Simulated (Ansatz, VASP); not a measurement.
# Two plane-wave programs on Ti

```
CELL_PARAMETERS angstrom
2.88618 0.00000 0.00000
-1.44309 2.49950 0.00000
0.00000 0.00000 23.14794
ATOMIC_POSITIONS crystal
Ti 0.66667 0.33333 0.30240
Ti 0.33333 0.66667 0.40120
Ti 0.66667 0.33333 0.50145
Ti 0.33333 0.66667 0.60276
Ti 0.66667 0.33333 0.69612
```

Alike in both runs: functional PBE; dispersion D3(BJ); k mesh 12 × 12 × 1; occupations gaussian, width 0.1 eV; no spin polarisation.

Ansatz relaxed the structure, and its values are those at the end. VASP's run is a single point on that final structure, the one shown.

|  | VASP | Ansatz |
| --- | --- | --- |
| version | VASP 6.6.1 | Ansatz 0.2.0 |
| potentials or method | VASP PAW PBE potentials, release 64 (Ti_sv) | scalar-relativistic, plane waves, PAW |
| plane-wave cutoff (eV) | 520 | 420 |
| valence electrons in the cell | 60 | 60 |

|  | VASP | Ansatz | Ansatz less VASP |
| --- | --- | --- | --- |
| gap on the k mesh at the Fermi level (eV) | none | none | - |
| rms of the force components (eV/Å) | 0.180 | 0.177 | -0.0030 |
| work function, face that differs most (eV) | 4.51 | 4.52 | +0.010 |

A gap of «none» marks a metal or a gap that the smearing closes.
